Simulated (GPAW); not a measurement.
Runs of GPAW 26.7.0 on Cu. The structure is hexagonal, space group P6_3/mmc (No. 194). Conventional cell: a = 2.531 Å, b = 2.531 Å, c = 8.262 Å, α = 90.00°, β = 90.00°, γ = 120.00°. Cu (site symmetry -6m2) is surrounded by 12 Cu at 2.53 Å. Cu (site symmetry -3m) has 12 Cu at 2.53 Å as nearest neighbours. This isn't the form of Cu at room conditions, which is fcc.

| level | gap on the mesh (eV) | pressure (GPa) | relaxed volume (Å³/atom) |
| --- | --- | --- | --- |
| PBEsol+D3 | none | -0.1 | 11.01 |
| PBEsol+D4 | none | 0.0 | 11.21 |
| PBEsol+D3(BJ) | none | -0.1 | (a) |
| PBEsol | none | -0.1 | (b) |
| PBEsol+D3(BJ)+ATM | none | -0.2 | 11.13 |

Alike in all rows: task relaxation of cell and atoms; potentials or basis PAW data sets generated in the run's folder for this functional, pw; no spin polarisation; cell relaxed; k mesh 8 × 8 × 2; cutoff (eV) 600; smearing fermi-dirac 0.05 eV; the mesh is coarse, so values aren't converged.

Task: Estimate the missing entries.

Result: (a) 10.98; (b) 11.50.

Caveats: all runs use coarse meshes; with this Cu data set, volumes or pressures lay over 1.5 % or 2 GPa off other programs in two to four cells of ten; later steps reuse the first step's grids; pairwise dispersion overbinds metals, which lowers pressure and volume (some runs).

A gap of «none» marks a metal or a gap under the smearing width.
